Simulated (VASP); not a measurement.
# As (Pm-3m) in VASP: notebook, part 2 of 2

VASP 6.6.1. Earlier steps stand in the parts before.

## (4) Single point, HSE(alpha, omega)

The input, POSCAR:

```
As
1.0
    2.7036817444      0.0000000000      0.0000000000
    0.0000000000      2.7036817444      0.0000000000
    0.0000000000      0.0000000000      2.7036817444
As
1
Direct
    0.5000000000      0.5000000000      0.5000000000
```

The input, INCAR.step1:

```
SYSTEM = As
PREC = Accurate
ENCUT = 520
EDIFF = 1E-5
ISMEAR = -1
SIGMA = 0.05
LREAL = .False.
LASPH = .True.
NELM = 80
ALGO = Normal
ISIF = 2
LWAVE = .True.
LCHARG = .False.
GGA = PE
```

The input, INCAR.step2:

```
SYSTEM = As
PREC = Accurate
ENCUT = 520
EDIFF = 1E-6
ISMEAR = -1
SIGMA = 0.05
LREAL = .False.
LASPH = .True.
NELM = 80
ALGO = Normal
ISIF = 2
LWAVE = .False.
LCHARG = .False.
GGA = PE
LHFCALC = .True.
HFSCREEN = 0.2
AEXX = 0.5
PRECFOCK = Fast
ISTART = 1
```

The input, KPOINTS:

```
Automatic mesh
0
Gamma
  5 5 5
  0 0 0
```

Potentials or basis: VASP PAW PBE potentials, release 64 (As).

Launch:

```console
> cat potpaw_PBE.64/As/POTCAR > POTCAR
> cp INCAR.step1 INCAR
> mpirun -np 1 vasp_std > vasp.out
> cp INCAR.step2 INCAR
> mpirun -np 1 vasp_std > vasp.out
```

OUTCAR:

```text
SYSTEM = As
   PREC = Accurate
   ENCUT = 520
   EDIFF = 1E-6
   ISMEAR = -1
   LREAL = .False.
   LASPH = .True.
   NELM = 80
   ISIF = 2
   GGA = PE
   LHFCALC = .True.
   HFSCREEN = 0.2
   AEXX = 0.5
   PRECFOCK = Fast
   ISTART = 1

 ion  position               nearest neighbor table
   1  0.500  0.500  0.500-

  LATTYP: Found a simple cubic cell.
 ALAT       =     2.7036817444

  Lattice vectors:

 A1 = (   2.7036817444,   0.0000000000,   0.0000000000)
 A2 = (   0.0000000000,   2.7036817444,   0.0000000000)
 A3 = (   0.0000000000,   0.0000000000,   2.7036817444)

Analysis of symmetry for initial positions (statically):
=====================================================================
 Subroutine PRICEL returns:
 Original cell was already a primitive cell.

 Routine SETGRP: Setting up the symmetry group for a
 simple cubic supercell.

 Subroutine GETGRP returns: Found 48 space group operations
 (whereof 48 operations were pure point group operations)
 out of a pool of 48 trial point group operations.

The static configuration has the point symmetry O_h .

Analysis of symmetry for dynamics (positions and initial velocities):
=====================================================================
 Subroutine PRICEL returns:
 Original cell was already a primitive cell.

 Routine SETGRP: Setting up the symmetry group for a
 simple cubic supercell.

 Subroutine GETGRP returns: Found 48 space group operations
 (whereof 48 operations were pure point group operations)
 out of a pool of 48 trial point group operations.

The dynamic configuration has the point symmetry O_h .

 Subroutine INISYM returns: Found 48 space group operations
 (whereof 48 operations are pure point group operations),
 and found     1 'primitive' translations

----------------------------------------------------------------------------------------

                                     Primitive cell

  volume of cell :      19.7636

  direct lattice vectors                    reciprocal lattice vectors
     2.703681744  0.000000000  0.000000000     0.369866018  0.000000000  0.000000000
     0.000000000  2.703681744  0.000000000     0.000000000  0.369866018  0.000000000
     0.000000000  0.000000000  2.703681744     0.000000000  0.000000000  0.369866018

  length of vectors
     2.703681744  2.703681744  2.703681744     0.369866018  0.369866018  0.369866018

  position of ions in fractional coordinates (direct lattice)
     0.500000000  0.500000000  0.500000000

  ion indices of the primitive-cell ions
   primitive index   ion index
                 1           1

----------------------------------------------------------------------------------------

 KPOINTS: Automatic mesh

Automatic generation of k-mesh.
 Grid dimensions read from file:
 generate k-points for:    5    5    5

 Generating k-lattice:

  Cartesian coordinates                     Fractional coordinates (reciprocal lattice)
     0.073973204  0.000000000  0.000000000     0.200000000  0.000000000  0.000000000
     0.000000000  0.073973204  0.000000000     0.000000000  0.200000000  0.000000000
     0.000000000  0.000000000  0.073973204     0.000000000  0.000000000  0.200000000

  Length of vectors
     0.073973204  0.073973204  0.073973204

  Shift w.r.t. Gamma in fractional coordinates (k-lattice)
     0.000000000  0.000000000  0.000000000

 Subroutine IBZKPT returns following result:
 ===========================================

 Found     10 irreducible k-points:

 Following reciprocal coordinates:
            Coordinates               Weight
  0.000000  0.000000  0.000000      1.000000
  0.200000  0.000000  0.000000      6.000000
  0.400000  0.000000  0.000000      6.000000
  0.200000  0.200000  0.000000     12.000000
  0.400000  0.200000  0.000000     24.000000
  0.400000  0.400000  0.000000     12.000000
  0.200000  0.200000  0.200000      8.000000
  0.400000  0.200000  0.200000     24.000000
  0.400000  0.400000  0.200000     24.000000
  0.400000  0.400000  0.400000      8.000000
   k-points           NKPTS =     10   k-points in BZ     NKDIM =    125   number of bands    NBANDS=      6
   number of dos      NEDOS =    301   number of ions     NIONS =      1
   total plane-waves  NPLWV =   8000
   dimension x,y,z NGX =    20 NGY =   20 NGZ =   20
   dimension x,y,z NGXF=    40 NGYF=   40 NGZF=   40
   ions per type =               1
   NGX,Y,Z   is equivalent  to a cutoff of  12.30, 12.30, 12.30 a.u.
   NGXF,Y,Z  is equivalent  to a cutoff of  24.60, 24.60, 24.60 a.u.
 SYSTEM =  As
   PREC   = accura    normal or accurate (medium, high low for compatibility)
   ISTART =      1    job   : 0-new  1-cont  2-samecut
   ICHARG =      0    charge: 1-file 2-atom 10-const
   ISPIN  =      1    spin polarized calculation?
   LNONCOLLINEAR =      F non collinear calculations
   LSORBIT =      F    spin-orbit coupling
   LASPH  =      T    aspherical Exc in radial PAW
   ENCUT  =  520.0 eV  38.22 Ry    6.18 a.u.   5.03  5.03  5.03*2*pi/ulx,y,z
   NELM   =     80;   NELMIN=  2; NELMDL=  0     # of ELM steps
   EDIFF  = 0.1E-05   stopping-criterion for ELM
   LREAL  =      F    real-space projection
   EDIFFG = 0.1E-04   stopping-criterion for IOM
   NSW    =      0    number of steps for IOM
   IBRION =     -1    ionic relax: 0-MD 1-quasi-New 2-CG
   NFREE  =      0    steps in history (QN), initial steepest desc. (CG)
   ISIF   =      2    stress and relaxation
   ISYM   =      3    0-nonsym 1-usesym 2-fastsym
   POTIM  = 0.5000    time-step for ionic-motion
   TEBEG  =    0.0;   TEEND  =   0.0 temperature during run
   PSTRESS=    0.0 pullay stress
   NELECT =       5.0000    total number of electrons
   NUPDOWN=      -1.0000    fix difference up-down
   EMIN   =  10.00;   EMAX   =-10.00  energy-range for DOS
   EFERMI =   0.00;   METHOD = LEGACY
   ISMEAR =    -1;   SIGMA  =   0.05  broadening in eV -4-tet -1-fermi 0-gaus
   EFERMI_NEDOS =   21; number of points for ismear=-14 and -15
   IALGO  =     38    algorithm
   IMIX   =      1    mixing-type and parameters
     AMIX     =   0.40;   BMIX     =  1.00
     AMIX_MAG =   1.60;   BMIX_MAG =  1.00
  volume/ion in A,a.u.               =      19.76       133.37
  Fermi-wavevector in a.u.,A,eV,Ry     =   1.035403  1.956627 14.586243  1.072059
  Thomas-Fermi vector in A             =   2.169744
   LORBIT       =      0    0 simple, 1 ext, 2 COOP (PROOUT), +10 PAW based schemes
   GGA     = PE    functional components
   LHFCALC =     T    Hartree Fock is set to
   PRECFOCK=fast      Normal, Fast or Accurate (Low or Medium for compatibility)
   ENCUT4O =  -1.0   cutoff for four orbital integrals eV
   NKREDX  =     1    reduce k-point grid by
   NKREDY  =     1    reduce k-point grid by
   NKREDZ  =     1    reduce k-point grid by
   AEXX    =    0.5000 exact exchange contribution
   HFSCREEN=    0.2000 screening length (either q_TF or 0.3 A-1)
   HFSCREENC=   0.2000 screening length for correlation (either q_TF or 0.3 A-1)
   ENCUTFOCK=  -1.0 apply spherical cutoff to Coloumb kernel
   IVDW    =     0    specifies the selected vdW correction
   LEPSILON=     F    determine dielectric tensor
   LRPA    =     F    only Hartree local field effects (RPA)
 non-spin polarized calculation
  energy-cutoff  :      520.00
  volume of cell :       19.76
 maximum number of plane-waves:       540
  NGX = 12; NGY = 12; NGZ = 12

 number of electron       5.0000001 magnetization

 Free energy of the ion-electron system (eV)
  ---------------------------------------------------
  ext. energy  EPLUGINS =         0.00000000
  ---------------------------------------------------
  free energy    TOTEN  =        -6.25666356 eV

  energy without entropy =       -6.24919931  energy(sigma->0) =       -6.25293143

 E-fermi :   5.8167     XC(G=0):  -6.8542

 val. band max:        5.6303033030   @ k =   0.2000   0.2000   0.2000
 cond. band min:       5.8536779912   @ k =   0.2000   0.2000   0.0000
 fundamental gap:      0.2233746883
 Fermi energy:         5.8166734620

 k-point     1 :       0.0000    0.0000    0.0000
  band No.  band energies     occupation
      1     -12.8842      2.00000
      2      10.9164      0.00000
      3      10.9164      0.00000
      4      10.9164      0.00000
      5      15.1543      0.00000
      6      15.1543      0.00000
[... 73 lines left out ...]
 k-point    10 :       0.4000    0.4000    0.4000
  band No.  band energies     occupation
      1      -3.0448      2.00000
      2       3.2054      2.00000
      3       3.2054      2.00000
      4       4.7010      2.00000
      5      13.0336      0.00000
      6      13.8595      0.00000

------------------------ aborting loop because EDIFF is reached ----------------------------------------

  FORCE on cell =-STRESS in cart. coord.  units (eV):
  Direction    XX          YY          ZZ          XY          YZ          ZX
  --------------------------------------------------------------------------------------
  -------------------------------------------------------------------------------------
  Total       -0.7719548     -0.7719548     -0.7719548      0.0000000      0.0000000      0.0000000
  in kB      -62.5800275    -62.5800275    -62.5800275      0.0000000      0.0000000      0.0000000
  external PRESSURE =     -62.5800275 kB  Pullay stress =       0.0000000 kB

 VOLUME and BASIS-vectors are now :
 -----------------------------------------------------------------------------
  energy-cutoff  :      520.00
  volume of cell :       19.76
      direct lattice vectors                 reciprocal lattice vectors
     2.703681744  0.000000000  0.000000000     0.369866018  0.000000000  0.000000000
     0.000000000  2.703681744  0.000000000     0.000000000  0.369866018  0.000000000
     0.000000000  0.000000000  2.703681744     0.000000000  0.000000000  0.369866018

 POSITION                                       TOTAL-FORCE (eV/Angst)
 -----------------------------------------------------------------------------------
      1.35184      1.35184      1.35184         0.000000      0.000000      0.000000
 -----------------------------------------------------------------------------------
    total drift:                               -0.000017     -0.000028     -0.000055

  FREE ENERGIE OF THE ION-ELECTRON SYSTEM (eV)
  ---------------------------------------------------
  free  energy   TOTEN  =        -6.2566635570 eV

  energy  without entropy=       -6.2491993068  energy(sigma->0) =       -6.25293143
```

OUTCAR.step1:

```text
SYSTEM = As
   PREC = Accurate
   ENCUT = 520
   EDIFF = 1E-5
   ISMEAR = -1
   LREAL = .False.
[... 291 lines left out ...]
 -----------------------------------------------------------------------------------
      1.35184      1.35184      1.35184         0.000000      0.000000      0.000000
 -----------------------------------------------------------------------------------
    total drift:                                0.000000     -0.000000      0.000000

  FREE ENERGIE OF THE ION-ELECTRON SYSTEM (eV)
  ---------------------------------------------------
  free  energy   TOTEN  =        -4.4322585117 eV

  energy  without entropy=       -4.4201907374  energy(sigma->0) =       -4.42622462
```

It took 12 s on 1 thread of Intel Xeon 6975P-C (Granite Rapids), shared host; peak memory 0.21 GiB.

Results:

```yaml
Free_energy: -6.2567 eV
Pressure: -6.3 GPa
Band_gap_on_the_k_mesh: none (metal or under the smearing width)
```

Caveat: the k mesh is coarse (spacing up to 0.46 Å⁻¹), so the values aren't converged, least of all with exact exchange; the PAW data sets were made with another functional, which shifts forces and pressure a little.

## (5) Single point, PBEsol

The input, INCAR:

```
PREC = Accurate
ENCUT = 520
EDIFF = 1E-6
ISMEAR = 0
SIGMA = 0.02
LREAL = False
LASPH = True
NELM = 100
ALGO = Normal
ISIF = 2
LWAVE = False
LCHARG = False
GGA = PS
```

The input, KPOINTS:

```
regular mesh
0
Gamma
  10 10 10
```

The input, POSCAR:

```
As
2.7037
    0.999993247920      0.000000000000      0.000000000000
    0.000000000000      0.999993247920      0.000000000000
    0.000000000000      0.000000000000      0.999993247920
As
1
Direct
    0.5000000000      0.5000000000      0.5000000000
```

Launch:

```console
> cat potpaw_PBE.64/As/POTCAR > POTCAR
> mpirun -np 1 vasp_std > vasp.out
```

It took 3.4 s on 1 thread of Intel Xeon Platinum 8488C (Sapphire Rapids), shared host; peak memory 0.12 GiB.

It converged, with:

```
Free energy            : -5.0459 eV
Pressure               : -1.2 GPa
Band gap on the k mesh : none (metal or under the smearing width)
```

Levels at points of the mesh, in eV from the Fermi level:
| k point | band 1 | band 2 | band 3 | band 4 | band 5 | band 6 |
| --- | --- | --- | --- | --- | --- | --- |
| (0.00, 0.00, 0.00) | -14.94 | 4.20 | 4.20 | 4.20 | 8.55 | 8.55 |
| (0.50, 0.00, 0.00) | -11.78 | -6.92 | 6.50 | 6.50 | 11.26 | 14.05 |
| (0.50, 0.50, 0.00) | -8.50 | -4.22 | -4.22 | 2.46 | 8.67 | 16.54 |
| (0.50, 0.50, 0.50) | -4.87 | -1.76 | -1.76 | -1.76 | 5.94 | 5.94 |

Caveat: the PAW data sets were made with another functional, which shifts forces and pressure a little.

## (6) For comparison

An earlier run on the cell as given: functional PBE; potentials or basis VASP PAW PBE potentials, release 64 (As); cutoff 520 eV; k mesh 10 × 10 × 10; occupations fermi-dirac, width 0.05 eV; no spin polarisation.

- Pressure: 2.4 GPa
- Band gap on the k mesh: none (metal or under the smearing width)

## (7) Summary

```csv
level,k mesh,smearing,share of exact exchange,grid for exact exchange (PRECFOCK),mesh quality,gap on the mesh (eV),pressure (GPa)
"HSE(alpha, omega)",5 × 5 × 5,fermi-dirac 0.05 eV,0.3,Fast,coarse,none,-2.2
"HSE(alpha, omega)",5 × 5 × 5,fermi-dirac 0.05 eV,0.4,Fast,coarse,none,-4.3
"HSE(alpha, omega)",5 × 5 × 5,fermi-dirac 0.05 eV,0.5,Fast,coarse,none,-6.3
PBEsol,10 × 10 × 10,gaussian 0.02 eV,-,-,not flagged,none,-1.2
PBE,10 × 10 × 10,fermi-dirac 0.05 eV,-,-,not flagged,none,2.4
```

Alike in all rows: task single point; potentials or basis VASP PAW PBE potentials, release 64 (As); no spin polarisation; cell as given; cutoff (eV) 520.

Caveats: some runs use coarse meshes; the PAW data sets were made with another functional, which shifts forces and pressure a little (some runs).

Absolute energies hang on the potentials; compare differences alone.
